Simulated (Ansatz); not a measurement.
**Phonon dispersion of MoS$_{2}$**

The calculation used Ansatz 0.2.0, DFT PBE, scalar-relativistic, plane waves, PAW. Plane waves to 420 eV; Γ-centred k mesh 12×12×2; fixed occupations. No spin polarisation. Phonons by linear response, acoustic sum rule imposed.

Relaxed structure:
```yaml
crystal:
  lattice:
    - [3.18467, 0.00000, 0.00000]
    - [-1.59233, 2.75800, 0.00000]
    - [0.00000, 0.00000, 17.33442]
  atoms:
    - { symbol: Mo, position: [0.00000, 0.00000, 0.00000] }
    - { symbol: S, position: [0.33333, 0.66667, 0.09015] }
    - { symbol: S, position: [0.33333, 0.66667, 0.90985] }
```

It was relaxed at this level from a Materials Project cell. The q mesh is coarse, so values between its points are rough. No dispersion correction is applied, so modes and constants that involve weak contacts between layers, chains or molecules come out too soft.

Force constants from linear response on a 3×3×1 q mesh.

Path: Γ–M–K–Γ–A–L–H–A | L–M | H–K. Only the points of the 3×3×1 mesh were computed; the rest is interpolation, which is rough on so few points. On the mesh no mode is imaginary. Distance along the path (Å⁻¹), then the branches (cm⁻¹, negative for imaginary; the LO field is included):
```
0.000  0 0 0 276 276 373 375 397 458
0.285  39 57 98 279 291 368 371 400 445
0.570  91 107 176 286 315 351 365 400 413
0.854  142 144 217 295 326 342 357 382 397
1.139  157 165 226 299 320 343 353 376 394
1.304  163 166 224 303 319 341 356 374 392
1.468  170 174 222 311 318 336 362 369 388
1.632  175 181 226 312 324 330 364 366 384
1.797  178 181 230 310 327 328 361 368 382
2.126  159 174 216 311 323 335 364 370 388
2.454  107 128 188 293 320 345 365 398 401
2.783  46 66 112 280 294 365 371 400 441
3.112  0 0 0 276 276 373 375 397 458
3.135  0 0 0 276 276 373 373 397 458
3.180  0 0 0 276 276 373 373 397 458
3.225  0 0 0 276 276 373 373 397 458
3.271  0 0 0 276 276 373 373 397 458
3.436  18 29 51 277 281 373 374 398 455
3.720  64 83 141 282 303 359 368 401 430
4.005  118 128 201 291 324 345 361 395 399
4.290  154 159 224 298 322 343 354 377 395
4.515  159 166 226 300 319 343 354 375 393
4.679  168 169 223 307 318 338 359 372 390
4.843  172 179 223 313 320 333 364 366 386
5.008  177 181 229 311 326 328 362 368 383
5.254  173 181 225 312 324 330 363 367 384
5.583  135 155 206 302 325 339 364 382 393
5.912  76 98 156 285 308 354 368 400 422
6.241  21 33 58 277 282 372 373 398 454
6.405  157 165 226 299 320 343 353 376 394
6.451  157 165 226 299 320 343 353 376 394
6.496  157 165 226 299 320 343 353 376 394
6.541  157 165 226 299 320 343 353 376 394
6.587  157 165 226 299 320 343 353 376 394
6.609  178 181 230 310 327 328 361 368 382
6.654  178 181 230 310 327 328 361 368 382
6.700  178 181 230 310 327 328 361 368 382
6.745  178 181 230 310 327 328 361 368 382
```
